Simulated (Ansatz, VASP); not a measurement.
**AlP in VASP and in Ansatz**

```xyz
2
Lattice="0.0000 2.7534 2.7534 2.7534 0.0000 2.7534 2.7534 2.7534 0.0000" Properties=species:S:1:pos:R:3 pbc="T T T"
Al    0.0000    0.0000    0.0000
P     1.3767    1.3767    1.3767
```

Alike in both runs: functional PBE; k mesh 8 × 8 × 8; occupations gaussian, width 0.02 eV; no spin polarisation.

Ansatz relaxed the structure, and its values are those at the end. VASP's run is a single point on that final structure, the one shown.

|  | VASP | Ansatz |
| --- | --- | --- |
| version | VASP 6.6.1 | Ansatz 0.2.0 |
| potentials or method | VASP PAW PBE potentials, release 64 (Al, P) | scalar-relativistic, plane waves, PAW |
| plane-wave cutoff (eV) | 520 | 420 |
| valence electrons in the cell | 8 | 8 |

|  | VASP | Ansatz | Ansatz less VASP |
| --- | --- | --- | --- |
| gap on the k mesh at the Fermi level (eV) | 1.63 | 1.63 | +0.002 |
| least direct gap on the mesh (eV) | 3.09 | 3.09 | +0.002 |
| pressure (GPa) | 0.0 | 0.0 | +0.09 |

A k mesh can miss the band edges. A hybrid or GW would open this gap; PBE tends to underestimate it.
